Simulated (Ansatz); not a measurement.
**SnO2: a stretch of c alone**

An exercise on one series of results from a longer session: the logs are not shown, and one member is left open.

Method: DFT r2SCAN, scalar-relativistic, plane waves, PAW, in Ansatz 0.2.0.

3 further runs of the same task are left out: 3 set aside as unsound or not needed.

## Starting point

It takes space group P4_2/mnm (No. 136, tetragonal). The conventional cell has a = 4.760 Å, b = 4.760 Å, c = 3.201 Å, α = 90.00°, β = 90.00°, γ = 90.00°. Around Sn (site symmetry mmm) lie 6 O at 2.06 to 2.07 Å. Around O (site symmetry m2m) lie 3 Sn at 2.06 to 2.07 Å.

Structure file:

```cif
data_structure
_symmetry_space_group_name_H-M 'P 1'
_symmetry_Int_Tables_number 1
_cell_length_a 4.7599
_cell_length_b 4.7599
_cell_length_c 3.2007
_cell_angle_alpha 90.000
_cell_angle_beta 90.000
_cell_angle_gamma 90.000
_cell_volume 72.52
loop_
_atom_site_label
_atom_site_type_symbol
_atom_site_fract_x
_atom_site_fract_y
_atom_site_fract_z
_atom_site_occupancy
Sn1 Sn 0.50000 0.50000 0.50000 1
Sn2 Sn 0.00000 0.00000 0.00000 1
O1 O 0.30591 0.30591 0.00000 1
O2 O 0.80591 0.19409 0.50000 1
O3 O 0.19409 0.80591 0.50000 1
O4 O 0.69409 0.69409 0.00000 1
```

It goes back to an entry of the Materials Project, which need not be the stable form.

This cell was relaxed beforehand with the same method: volume 12.09 Å³/atom, gap on the mesh 1.77 eV.

The unstrained cell was computed beforehand with the same settings: E(σ→0) = -14352.4280 eV for 6 atoms, gap 1.77 eV over the zone.

Set-up of the first run:

input.yaml

```yaml
crystal:
  lattice:
    - [4.7599378643, 0.0, 0.0]
    - [0.0, 4.7599378643, 0.0]
    - [0.0, 0.0, 3.1366965436]
  atoms:
    - { symbol: Sn, position: [0.5, 0.5, 0.5] }
    - { symbol: Sn, position: [0.0, 0.0, 0.0] }
    - { symbol: O, position: [0.3059102917, 0.3059102917, 0.0] }
    - { symbol: O, position: [0.8059102917, 0.1940897083, 0.5] }
    - { symbol: O, position: [0.1940897083, 0.8059102917, 0.5] }
    - { symbol: O, position: [0.6940897083, 0.6940897083, 0.0] }
basis:
  ecutwfc: 500
kpoints:
  mp_grid: { grid: [6, 6, 8] }
hamiltonian:
  xc: r2scan
scf:
  occupations: { method: gaussian, width: 0.02 }
output:
  forces: true
  stress: true
  eigenvalues: true
relax:
  adjacent_minimum: "off"
  f_tol: 0.008
  max_steps: 40
```

On the command line:

```bash
> ansatz run input.yaml --threads 1 --pin off --max-ram 2560MiB --backend cpu --events-out ev --progress --plain --runs-dir out
```

Steps of the session up to this table: The cell strained by -2.0 %; Seeking the band edges at -2.0 %; At +2.0 %; Band edges over the zone at +2.0 %; At -4.0 %; The gap over the whole zone at -4.0 %; At +4.0 %; Band edges over the zone at +4.0 %; At -6.0 %; Seeking the band edges at -6.0 %; The cell strained by +6.0 %; Seeking the band edges at +6.0 %.

One table of the session follows, with a row left open; its other results are not shown here.

Lengths are those of the vectors of the cell that was run; stresses in GPa:

| strain (%) | ΔE (meV/atom) | c (Å) |
| --- | --- | --- |
| -6.0 | 67.3 | 3.009 |
| -4.0 | ? | ? |
| -2.0 | 6.9 | 3.137 |
| +0.0 | 0.0 | 3.201 |
| +2.0 | 6.3 | 3.265 |
| +4.0 | 24.1 | 3.329 |
| +6.0 | 51.9 | 3.393 |

**Question.** Estimate the row for strain (%) = -4.0.

Worked estimate for «ΔE (meV/atom)». A straight line through the neighbours (-6.0, 67.3) and (-2.0, 6.9) gives 67.3 + (6.9 − 67.3) × (-4.0 + 6.0) / (-2.0 + 6.0) = 37.1; a parabola fitted to 3 rows on both sides gives 29.3.

**Answer.** ΔE (meV/atom): 28.7; c (Å): 3.073. In «ΔE (meV/atom)» the line misses by +8.4 and the parabola by +0.6.

ΔE is over the unstrained cell. Stress in GPa, positive in compression, on the Cartesian axes of the input.

Limits of these values: Warnings in the runs' records: stress scf threshold loose.
